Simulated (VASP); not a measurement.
# ZnS (Sphalerite): cell size and functional

Which functional gives which lattice for ZnS (Sphalerite)? The starting structure is a measured crystal structure from the Crystallography Open Database. The first relaxation on each setting starts from this cell expanded by 3 % in volume.

Method: Kohn-Sham DFT with plane waves and PAW; PBEsol, LDA, PBE, PBEsol + D3(BJ), r2SCAN, r2SCAN + rVV10, vdW-DF-cx and AM05, in VASP 6.6.1.

## 1. Set-up

The structure is cubic, space group F-43m (No. 216). The conventional cell has a = 5.409 Å, b = 5.409 Å, c = 5.409 Å, α = 90.00°, β = 90.00°, γ = 90.00°. Zn has 4 S at 2.34 Å nearest. Nearest to S lie 4 Zn at 2.34 Å. Farther neighbours and most contacts between anions are not listed.

As a file:

```cif
data_structure
_symmetry_space_group_name_H-M 'P 1'
_symmetry_Int_Tables_number 1
_cell_length_a 3.8250
_cell_length_b 3.8250
_cell_length_c 3.8250
_cell_angle_alpha 60.000
_cell_angle_beta 60.000
_cell_angle_gamma 60.000
_cell_volume 39.57
loop_
_atom_site_label
_atom_site_type_symbol
_atom_site_fract_x
_atom_site_fract_y
_atom_site_fract_z
_atom_site_occupancy
Zn1 Zn 0.00000 0.00000 0.00000 1
S2 S 0.75000 0.75000 0.75000 1
```

## 2. Relaxation with PBEsol

PBEsol restores the gradient expansion of exchange and is tuned for the cells of solids. This run starts from the cell of an earlier relaxation, which isn't shown; the restart sets up the plane waves anew.

INCAR

```
SYSTEM = ZnS
PREC = Accurate
ENCUT = 450
EDIFF = 1E-06
NELM = 100
ISMEAR = 0
SIGMA = 0.03
LREAL = .FALSE.
ALGO = Normal
GGA = PS
NBANDS = 15
LORBIT = 11
LWAVE = .FALSE.
LCHARG = .FALSE.
KPAR = 4
IBRION = 2
NSW = 50
ISIF = 3
EDIFFG = -0.006
```

POSCAR

```
ZnS
1.0
    0.0000000000      2.6797879150      2.6797879150
    2.6797879150      0.0000000000      2.6797879150
    2.6797879150      2.6797879150      0.0000000000
Zn S
1 1
Direct
    0.0000000000      0.0000000000      0.0000000000
    0.7500000000      0.7500000000      0.7500000000
```

KPOINTS

```
Automatic mesh
0
Gamma
8 8 8
0 0 0
```

The projector-augmented-wave data sets are Zn and S (PBE family, release 64).

Launch:

```
> mpirun -np 4 vasp_std
```

The log of the run:

```text
[banner, memory and clock lines left out]
running    4 mpi-ranks, on    1 nodes
 distrk:  each k-point on    1 cores,    4 groups
 distr:  one band on    1 cores,    1 groups

 POSCAR found type information on POSCAR ZnS
 POSCAR found :  2 types and       2 ions
|                                                                             |
|               ----> ADVICE to this user running VASP <----                  |
|                                                                             |
|     You enforced a specific xc type in the INCAR file but a different       |
|     [... a line on the potential file left out ...]
|     I HOPE YOU KNOW WHAT YOU ARE DOING!                                     |
|                                                                             |

 LDA part: xc-table for (Slater+PW92), standard interpolation
 POSCAR, INCAR and KPOINTS ok, starting setup
 FFT: planning ... GRIDC
 FFT: planning ... GRID_SOFT
 FFT: planning ... GRID
 WAVECAR not read
 entering main loop
       N       E                     dE             d eps       ncg     rms          rms(c)
DAV:   1     0.834595048394E+02    0.83460E+02   -0.84679E+03   870   0.133E+03
DAV:   2    -0.269508066501E+01   -0.86155E+02   -0.80721E+02   975   0.249E+02
DAV:   3    -0.794033982815E+01   -0.52453E+01   -0.52248E+01  1073   0.630E+01
DAV:   4    -0.799518292565E+01   -0.54843E-01   -0.54831E-01  1059   0.686E+00
DAV:   5    -0.799587006184E+01   -0.68714E-03   -0.68713E-03  1052   0.729E-01    0.699E+00
DAV:   6    -0.760945244341E+01    0.38642E+00   -0.84824E-01  1244   0.349E+01    0.544E+00
DAV:   7    -0.759002268390E+01    0.19430E-01   -0.25725E-01   982   0.527E+00    0.263E+00
DAV:   8    -0.758677517887E+01    0.32475E-02   -0.53144E-03  1186   0.965E-01    0.636E-01
DAV:   9    -0.758657968057E+01    0.19550E-03   -0.10153E-03  1024   0.285E-01    0.935E-02
DAV:  10    -0.758666306141E+01   -0.83381E-04   -0.16125E-04  1088   0.992E-02    0.275E-02
DAV:  11    -0.758665486047E+01    0.82009E-05   -0.27813E-05  1024   0.438E-02    0.607E-03
DAV:  12    -0.758665511544E+01   -0.25497E-06   -0.31808E-06  1038   0.176E-02
   1 F= -.75866551E+01 E0= -.75866551E+01  d E =-.758666E+01
 curvature:   0.00 expect dE= 0.000E+00 dE for cont linesearch  0.000E+00
 trial: gam= 0.00000 g(F)=  0.437E-45 g(S)=  0.178E-05 ort = 0.000E+00 (trialstep = 0.100E+01)
 search vector abs. value=  0.178E-05
 reached required accuracy - stopping structural energy minimisation
```

The job ended after 5.2 s (4 MPI ranks of AMD EPYC 7R43, shared host; peak memory 0.47 GiB).

The logs omit lines about the potential files and the build; timing stands in the text.

From OUTCAR (step 2):

```text
ion  position               nearest neighbor table
   1  0.000  0.000  0.000-   2 2.32   2 2.32   2 2.32   2 2.32
   2  0.750  0.750  0.750-   1 2.32   1 2.32   1 2.32   1 2.32

  LATTYP: Found a face centered cubic cell.
 ALAT       =     5.3595758300

 Subroutine GETGRP returns: Found 24 space group operations
 (whereof 24 operations were pure point group operations)

The static configuration has the point symmetry T_d .

 Found     29 irreducible k-points:

   k-points           NKPTS =     29   k-points in BZ     NKDIM =     29   number of bands    NBANDS=     15

   dimension x,y,z NGX =    28 NGY =   28 NGZ =   28
   dimension x,y,z NGXF=    56 NGYF=   56 NGZF=   56

   ENCUT  =  450.0 eV  33.07 Ry    5.75 a.u.   6.56  6.56  6.56*2*pi/ulx,y,z

   NELECT =      18.0000    total number of electrons

 k-points in reciprocal lattice and weights: Automatic mesh
   0.00000000  0.00000000  0.00000000       0.002
   0.12500000  0.00000000  0.00000000       0.016
   0.25000000  0.00000000  0.00000000       0.016
   0.37500000  0.00000000  0.00000000       0.016
   0.50000000  0.00000000  0.00000000       0.008
   0.12500000  0.12500000  0.00000000       0.012
   0.25000000  0.12500000  0.00000000       0.047
   0.37500000  0.12500000  0.00000000       0.047
   0.50000000  0.12500000  0.00000000       0.047
[...]
-0.37500000  0.50000000  0.12500000       0.023
  -0.25000000  0.50000000  0.25000000       0.012

 average (electrostatic) potential at core
       1 -35.9125       2 -88.5132

 E-fermi :   2.4112

 k-point     1 :       0.0000    0.0000    0.0000
  band No.  band energies     occupation
    ...
      5      -3.6994      2.00000
      6      -3.6994      2.00000
      7       2.2485      2.00000
      8       2.2485      2.00000
      9       2.2485      2.00000
     10       4.3323      0.00000
     11       8.5367      0.00000
     12       8.5367      0.00000
     13       8.5367      0.00000
     14      14.0126      0.00000
    ...

 k-point     2 :       0.1250    0.0000    0.0000
  band No.  band energies     occupation
    ...
      5      -3.7012      2.00000
      6      -3.7012      2.00000
      7       1.0883      2.00000
      8       2.0918      2.00000
      9       2.0918      2.00000
     10       5.1700      0.00000
     11       8.4488      0.00000
     12       8.8014      0.00000
     13       8.8014      0.00000
     14      13.3736      0.00000
    ...

 k-point     3 :       0.2500    0.0000    0.0000
  band No.  band energies     occupation
    ...
      5      -3.6979      2.00000
      6      -3.6979      2.00000
      7      -0.6880      2.00000
      8       1.7526      2.00000
      9       1.7526      2.00000
     10       5.6819      0.00000
     11       9.1306      0.00000
     12       9.1799      0.00000
     13       9.1799      0.00000
     14      13.1633      0.00000
    ...

  Total       -0.0049629     -0.0049629     -0.0049629     -0.0000000      0.0000000      0.0000000
  in kB       -0.2065924     -0.2065924     -0.2065924     -0.0000000      0.0000000      0.0000000
  external PRESSURE =      -0.2065924 kB  Pullay stress =       0.0000000 kB

  energy-cutoff  :      450.00
  volume of cell :       38.49
      direct lattice vectors                 reciprocal lattice vectors
     0.000000000  2.679787915  2.679787915    -0.186581930  0.186581930  0.186581930
     2.679787915  0.000000000  2.679787915     0.186581930 -0.186581930  0.186581930
     2.679787915  2.679787915  0.000000000     0.186581930  0.186581930 -0.186581930

 POSITION                                       TOTAL-FORCE (eV/Angst)
 -----------------------------------------------------------------------------------
      0.00000      0.00000      0.00000        -0.000000     -0.000000     -0.000000
      4.01968      4.01968      4.01968         0.000000      0.000000      0.000000
 -----------------------------------------------------------------------------------
    total drift:                               -0.000002     -0.000002     -0.000002

  FREE ENERGIE OF THE ION-ELECTRON SYSTEM (eV)
  ---------------------------------------------------
  free  energy   TOTEN  =        -7.5866551154 eV

  energy  without entropy=       -7.5866551154  energy(sigma->0) =       -7.58665512

 reached required accuracy - stopping structural energy minimisation

 total charge
# of ion       s       p       d       tot
------------------------------------------
    1        0.532   0.504   9.801  10.837
    2        1.309   2.422   0.000   3.730
--------------------------------------------------
tot          1.841   2.925   9.801  14.567

[... 3 further parts left out ...]
```

The PAW data sets were made with PBE, which is usual practice but a small mismatch for other functionals. The run keeps the 24 symmetry operations of its start, so it cannot find a distortion of lower symmetry.

With PBEsol the relaxed cell holds 19.244 Å³ an atom, -2.73 % against the measured cell, with a = 5.360 Å. Pressures at 0.985 and 1.015 times this volume, from two more relaxations that aren't shown, give a bulk modulus of 78.8 GPa.

## 3. Relaxation with LDA

LDA, the lowest rung, knows the local density alone. This run starts from the cell of an earlier relaxation, which isn't shown; the restart sets up the plane waves anew.

INCAR: that of step 2 with these lines changed.

```diff
@@ -9,3 +9,3 @@
 ALGO = Normal
-GGA = PS
+GGA = CA
 NBANDS = 15
```

POSCAR

```
ZnS
1.0
    0.0000000000      2.6506774941      2.6506774941
    2.6506774941      0.0000000000      2.6506774941
    2.6506774941      2.6506774941      0.0000000000
Zn S
1 1
Direct
    0.0000000000      0.0000000000      0.0000000000
    0.7500000000      0.7500000000      0.7500000000
```

KPOINTS is that of step 2.

Potentials, in the order of the species: Zn and S (LDA family, release 64).

Launch:

```
> mpirun -np 4 vasp_std
```

The log of the run:

```text
[banner, memory and clock lines left out]
running    4 mpi-ranks, on    1 nodes
[...]
LDA part: xc-table for (Slater(with rela. corr.)+CA(PZ))
 , standard interpolation
 POSCAR, INCAR and KPOINTS ok, starting setup
[...]
entering main loop
       N       E                     dE             d eps       ncg     rms          rms(c)
DAV:   1     0.823045697869E+02    0.82305E+02   -0.82614E+03   870   0.131E+03
DAV:   2    -0.323933287879E+01   -0.85544E+02   -0.80954E+02   926   0.253E+02
DAV:   3    -0.858975274170E+01   -0.53504E+01   -0.53257E+01  1080   0.651E+01
DAV:   4    -0.864408963252E+01   -0.54337E-01   -0.54321E-01  1031   0.679E+00
[...]
DAV:  10    -0.820710615805E+01   -0.15547E-04   -0.86630E-05  1108   0.863E-02    0.211E-02
DAV:  11    -0.820710274822E+01    0.34098E-05   -0.10491E-05  1347   0.687E-02    0.397E-03
DAV:  12    -0.820710286819E+01   -0.11997E-06   -0.12168E-06   625   0.110E-02
   1 F= -.82071029E+01 E0= -.82071029E+01  d E =-.820710E+01
[...]
N       E                     dE             d eps       ncg     rms          rms(c)
DAV:   1    -0.820752992139E+01   -0.42717E-03   -0.46356E-03  1066   0.154E+00    0.148E-01
DAV:   2    -0.820715922001E+01    0.37070E-03   -0.11409E-03  1094   0.105E+00    0.570E-02
DAV:   3    -0.820711628037E+01    0.42940E-04   -0.45529E-05  1106   0.865E-02    0.261E-02
DAV:   4    -0.820710491396E+01    0.11366E-04   -0.68111E-06  1157   0.480E-02    0.129E-02
DAV:   5    -0.820710303206E+01    0.18819E-05   -0.10504E-06   498   0.216E-02    0.266E-03
DAV:   6    -0.820710302019E+01    0.11867E-07   -0.94542E-07   485   0.895E-03
   2 F= -.82071030E+01 E0= -.82071030E+01  d E =-.151998E-06
 trial-energy change:   -0.000000  1 .order   -0.000007   -0.000030    0.000015
 step:   0.4269(harm=  0.6668)  dis= 0.00000  next Energy=    -8.207109 (dE=-0.581E-05)
 reached required accuracy - stopping structural energy minimisation
```

Wall time 7.8 s (4 MPI ranks); peak memory 0.45 GiB.

OUTCAR, selected parts (step 3):

```text
  Total        0.0101545      0.0101545      0.0101545      0.0000000      0.0000000      0.0000000
  in kB        0.4374303      0.4374303      0.4374303      0.0000000      0.0000000      0.0000000
  external PRESSURE =       0.4374303 kB  Pullay stress =       0.0000000 kB

 POSITION                                       TOTAL-FORCE (eV/Angst)
 -----------------------------------------------------------------------------------
      2.64938      2.64938      0.00000        -0.000000     -0.000000     -0.000000
      3.97407      3.97407      3.97407         0.000000      0.000000      0.000000
 -----------------------------------------------------------------------------------
    total drift:                               -0.000001     -0.000001     -0.000001

  FREE ENERGIE OF THE ION-ELECTRON SYSTEM (eV)
  ---------------------------------------------------
  free  energy   TOTEN  =        -8.2071030202 eV

  energy  without entropy=       -8.2071030202  energy(sigma->0) =       -8.20710302

[... 2 parts as in an earlier step ...]

[... 2 further parts left out ...]
[key lines of the parts left out:]
E-fermi :   2.7172
```

With LDA the relaxed cell holds 18.597 Å³ an atom, -6.01 % against the measured cell, with a = 5.299 Å. That is -3.37 % from PBEsol. Pressures at 0.985 and 1.015 times this volume, from two more relaxations that aren't shown, give a bulk modulus of 86.5 GPa.

## 4. Relaxation with PBE

PBE, the usual starting point, adds the gradient of the density.

INCAR: that of step 3 with these lines changed.

```diff
@@ -9,3 +9,3 @@
 ALGO = Normal
-GGA = CA
+GGA = PE
 NBANDS = 15
```

POSCAR

```
ZnS
1.0
    0.0000000000      2.7314304545      2.7314304545
    2.7314304545      0.0000000000      2.7314304545
    2.7314304545      2.7314304545      0.0000000000
Zn S
1 1
Direct
    0.0000000000      0.0000000000      0.0000000000
    0.7500000000      0.7500000000      0.7500000000
```

KPOINTS is that of step 3.

Potentials, in the order of the species: Zn and S (PBE family, release 64).

Launch:

```
> mpirun -np 4 vasp_std
```

The log of the run:

```text
[banner, memory and clock lines left out]
running    4 mpi-ranks, on    1 nodes
[...]
LDA part: xc-table for (Slater+PW92), standard interpolation
 POSCAR, INCAR and KPOINTS ok, starting setup
[...]
entering main loop
       N       E                     dE             d eps       ncg     rms          rms(c)
DAV:   1     0.846269866788E+02    0.84627E+02   -0.83904E+03   870   0.130E+03
DAV:   2    -0.175419975948E+01   -0.86381E+02   -0.81458E+02   982   0.252E+02
DAV:   3    -0.721803040493E+01   -0.54638E+01   -0.54390E+01  1059   0.638E+01
DAV:   4    -0.727771390878E+01   -0.59684E-01   -0.59669E-01  1045   0.695E+00
[...]
DAV:  11    -0.685000508298E+01    0.11038E-05   -0.36110E-05  1087   0.103E-01    0.577E-03
DAV:  12    -0.685000619241E+01   -0.11094E-05   -0.36870E-06  1017   0.225E-02    0.371E-03
DAV:  13    -0.685000626723E+01   -0.74820E-07   -0.62117E-07   758   0.965E-03
   1 F= -.68500063E+01 E0= -.68500063E+01  d E =-.685001E+01
[...]
DAV:   5    -0.685073421024E+01    0.11339E-03   -0.10617E-04  1311   0.179E-01    0.241E-02
DAV:   6    -0.685073147016E+01    0.27401E-05   -0.28902E-05   961   0.522E-02    0.108E-02
DAV:   7    -0.685073123358E+01    0.23658E-06   -0.10211E-06   662   0.127E-02
   2 F= -.68507312E+01 E0= -.68507312E+01  d E =-.724966E-03
 trial-energy change:   -0.000725  1 .order   -0.000672   -0.002011    0.000667
 step:   0.7718(harm=  0.7510)  dis= 0.00000  next Energy=    -6.850807 (dE=-0.800E-03)
[...]
N       E                     dE             d eps       ncg     rms          rms(c)
DAV:   1    -0.685223877933E+01   -0.15073E-02   -0.16593E-02  1080   0.275E+00    0.276E-01
DAV:   2    -0.685098429090E+01    0.12545E-02   -0.37952E-03  1087   0.175E+00    0.105E-01
DAV:   3    -0.685083591367E+01    0.14838E-03   -0.15218E-04  1010   0.108E-01    0.476E-02
DAV:   4    -0.685079987606E+01    0.36038E-04   -0.16673E-05  1115   0.673E-02    0.249E-02
DAV:   5    -0.685079237089E+01    0.75052E-05   -0.55590E-06  1293   0.410E-02    0.467E-03
DAV:   6    -0.685079226789E+01    0.10300E-06   -0.15145E-06   673   0.120E-02
   3 F= -.68507923E+01 E0= -.68507923E+01  d E =-.786001E-03
[...]
reached required accuracy - stopping structural energy minimisation
```

It took 12 s on 4 MPI ranks; peak memory 0.48 GiB.

OUTCAR, selected parts (step 4):

```text
  Total        0.0037556      0.0037556      0.0037556     -0.0000000      0.0000000      0.0000000
  in kB        0.1490177      0.1490177      0.1490177     -0.0000000      0.0000000      0.0000000
  external PRESSURE =       0.1490177 kB  Pullay stress =       0.0000000 kB

 POSITION                                       TOTAL-FORCE (eV/Angst)
 -----------------------------------------------------------------------------------
      0.00000      0.00000      0.00000         0.000000      0.000000      0.000000
      4.08443      4.08443      4.08443        -0.000000     -0.000000     -0.000000
 -----------------------------------------------------------------------------------
    total drift:                               -0.000000     -0.000000     -0.000000

  FREE ENERGIE OF THE ION-ELECTRON SYSTEM (eV)
  ---------------------------------------------------
  free  energy   TOTEN  =        -6.8507922679 eV

  energy  without entropy=       -6.8507922679  energy(sigma->0) =       -6.85079227

[... 2 parts as in an earlier step ...]

[... 2 further parts left out ...]
[key lines of the parts left out:]
E-fermi :   2.0494
```

With PBE the relaxed cell holds 20.189 Å³ an atom, +2.04 % against the measured cell, with a = 5.446 Å. That is +4.91 % from PBEsol. Pressures at 0.985 and 1.015 times this volume, from two more relaxations that aren't shown, give a bulk modulus of 70.1 GPa.

## 5. Relaxation with PBEsol + D3(BJ)

D3 with Becke-Johnson damping keeps a finite attraction at short range. This run starts from the cell of an earlier relaxation, which isn't shown; the restart sets up the plane waves anew.

INCAR: that of step 4 with these lines changed.

```diff
@@ -9,3 +9,4 @@
 ALGO = Normal
-GGA = PE
+GGA = PS
+IVDW = 12
 NBANDS = 15
```

POSCAR

```
ZnS
1.0
    0.0000000000      2.6554867092      2.6554867092
    2.6554867092      0.0000000000      2.6554867092
    2.6554867092      2.6554867092      0.0000000000
Zn S
1 1
Direct
    0.0000000000      0.0000000000      0.0000000000
    0.7500000000      0.7500000000      0.7500000000
```

KPOINTS is that of step 4.

Launch:

```
> mpirun -np 4 vasp_std
```

The log of the run:

```text
[banner, memory and clock lines left out]
running    4 mpi-ranks, on    1 nodes
[...]
[... a notice as in an earlier step ...]

 LDA part: xc-table for (Slater+PW92), standard interpolation
 POSCAR, INCAR and KPOINTS ok, starting setup
[...]
entering main loop
       N       E                     dE             d eps       ncg     rms          rms(c)
DAV:   1     0.825402598348E+02    0.82540E+02   -0.83866E+03   870   0.132E+03
DAV:   2    -0.284103210682E+01   -0.85381E+02   -0.80072E+02   975   0.248E+02
DAV:   3    -0.794058727872E+01   -0.50996E+01   -0.50798E+01  1094   0.619E+01
DAV:   4    -0.799246142504E+01   -0.51874E-01   -0.51865E-01  1045   0.665E+00
[...]
DAV:  10    -0.757869962518E+01   -0.74380E-04   -0.15887E-04  1046   0.102E-01    0.273E-02
DAV:  11    -0.757869564894E+01    0.39762E-05   -0.24227E-05  1128   0.481E-02    0.469E-03
DAV:  12    -0.757869597139E+01   -0.32245E-06   -0.33915E-06  1003   0.128E-02
   1 F= -.81244073E+01 E0= -.81244073E+01  d E =-.812441E+01
[...]
reached required accuracy - stopping structural energy minimisation
```

Wall time 5.2 s (4 MPI ranks); peak memory 0.51 GiB; 18 s of CPU time.

From OUTCAR (step 5):

```text
 Edisp (eV)   -0.54571

  Total      -0.01024    -0.01024    -0.01024     0.00000    -0.00000     0.00000
  in kB      -0.43818    -0.43818    -0.43818     0.00000    -0.00000     0.00000
  external pressure =       -0.44 kB  Pullay stress =        0.00 kB

 POSITION                                       TOTAL-FORCE (eV/Angst)
 -----------------------------------------------------------------------------------
      0.00000      0.00000      0.00000         0.000000      0.000000      0.000000
      3.98323      3.98323      3.98323        -0.000000     -0.000000     -0.000000
 -----------------------------------------------------------------------------------
    total drift:                               -0.000002     -0.000002     -0.000002

  FREE ENERGIE OF THE ION-ELECTRON SYSTEM (eV)
  ---------------------------------------------------
  free  energy   TOTEN  =        -8.1244072824 eV

  energy  without entropy=       -8.1244072824  energy(sigma->0) =       -8.12440728

[... 2 parts as in an earlier step ...]

[... 2 further parts left out ...]
[key lines of the parts left out:]
E-fermi :   2.7247
```

With PBEsol + D3(BJ) the relaxed cell holds 18.725 Å³ an atom, -5.35 % against the measured cell, with a = 5.311 Å. That is -2.70 % from PBEsol. Pressures at 0.985 and 1.015 times this volume, from two more relaxations that aren't shown, give a bulk modulus of 83.8 GPa.

[end of part 1 of 2]

[Lines on the potential files, build, host, timing and source positions are cut from VASP's logs without a mark.]

[Logs are printed without paths, hosts, clocks, repeated set-up lines and the standing remarks that a program may print on its own settings, such as how far it seeks lower states.]

[Hosts, paths, dates, database ids (printed as entryN), source tags and the programs' standing remarks are cut or masked in the printed files.]
